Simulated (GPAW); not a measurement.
## CuAu: single point with PBE

The system is CuAu.

```xyz
2
Lattice="2.8107 0.0000 0.0000 0.0000 2.8107 0.0000 0.0000 0.0000 3.6850" Properties=species:S:1:pos:R:3 pbc="T T T"
Au    0.0000    0.0000    0.0000
Cu    1.4054    1.4054    1.8425
```

```yaml
Program: GPAW 26.7.0
Task: single point
Functional: PBE
Potentials_or_basis: GPAW PAW data sets (gpaw-data 1.2.1)
Cutoff: 450 eV
Basis: pw
k_mesh: 8 × 8 × 6
Occupations: fermi-dirac, width 0.05 eV
Spin: no spin polarisation
Maxiter: 120
Convergence: default
```

```
Pressure               : 4.7 GPa
Band gap on the k mesh : none (metal or under the smearing width)
```

Stress tensor (GPa, compression positive):
```
5.68 0.00 0.00
0.00 5.68 0.00
0.00 0.00 2.75
```

Levels at points of the mesh, in eV from the Fermi level:
```tsv
k point	band 9	band 10	band 11	band 12	band 13	band 14
(0.00, 0.00, 0.00)	-1.71	-1.49	-1.49	2.09	8.02	10.17
(0.00, 0.00, 0.50)	-2.36	-2.34	-2.34	-1.99	14.82	14.88
(0.50, 0.00, 0.00)	-2.41	-2.20	-0.89	-0.16	9.55	9.60
(0.50, 0.00, 0.50)	-1.62	-1.58	-1.10	-1.08	2.70	4.35
(0.50, 0.50, 0.00)	-1.40	-1.40	0.64	0.64	5.18	6.81
(0.50, 0.50, 0.50)	-1.68	-1.65	5.47	5.53	5.53	6.22
```

Run time: 13 s on 1 thread of Arm Neoverse V2, on a shared host, peak memory 0.15 GiB.

Caveat: with these Cu and Au data sets, volumes or pressures lay over 1.5 % or 2 GPa off other programs in two to four cells of ten; the cutoff is short for stress and forces, so pressures can be off by a GPa or more. The run has no spin-orbit coupling, so splittings on Au are missing.
